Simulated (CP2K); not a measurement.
# HfO2 in CP2K: the effect of Hubbard term

HfO2:

```xyz
6
Lattice="3.6169 0.0000 0.0000 0.0000 3.6169 0.0000 0.0000 0.0000 5.1150" Properties=species:S:1:pos:R:3 pbc="T T T"
Hf    1.9919    1.9221    2.6551
Hf    0.0025    3.5676    0.1491
O     3.5620    1.7049    3.6714
O     1.7914    0.0878    1.2665
O     0.0217    1.7969    1.3317
O     1.6726    3.5796    3.7137
```

The cell isn't the ideal one: all atoms moved at random.

Alike in all runs:

* Program: CP2K 2026.2
* Task: single point
* Functional: PBE
* Potentials or basis: GTH_POTENTIALS Hf GTH-PBE-q12, O GTH-PBE-q6; DZVP-MOLOPT-SR-GTH basis
* Density cutoff: 8163 eV
* k mesh: 6 × 6 × 4
* Occupations: fermi-dirac, width 0.05 eV
* Spin: no spin polarisation
* SCF solver: diagonalisation with k points
* Quickstep method: GPW
* EPS_DEFAULT: 1.0E-9
* EPS_SCF: 1.0E-6
* MAX_SCF: 100
* SCF_GUESS: ATOMIC
* k points reduced by the point group: yes
* Mesh centred on Gamma: yes

**Question.** One run gave: gap on the mesh 3.27 eV; largest force 4.05 eV/Å. Which Hubbard term did it use?
A. Hf d U = 2.0 eV
B. Hf d U = 8.0 eV
C. none
D. Hf d U = 6.0 eV
E. Hf d U = 4.0 eV

**Answer.** C.

```csv
Hubbard term,gap on the mesh (eV),largest force (eV/Å)
none,3.27,4.05
Hf d U = 2.0 eV,3.88,4.27
Hf d U = 4.0 eV,4.46,4.48
Hf d U = 6.0 eV,4.79,4.65
Hf d U = 8.0 eV,4.70,4.81
```

Caveats: spin-orbit coupling is left out, which moves the levels of the heavy elements; the basis of atomic orbitals isn't converged, which shifts pressures, moduli and gaps; forces of over 1 eV/Å show positions far from the minimum, so gaps and moduli don't describe the material at rest; this program's U acts on Mulliken populations of all basis functions of the shell, so it isn't the U of plane-wave codes (some runs); energies scatter by some meV and the pressure isn't listed (some runs).

A k mesh can miss the band edges.

A gap of «none» marks a metal or a gap under the smearing width.
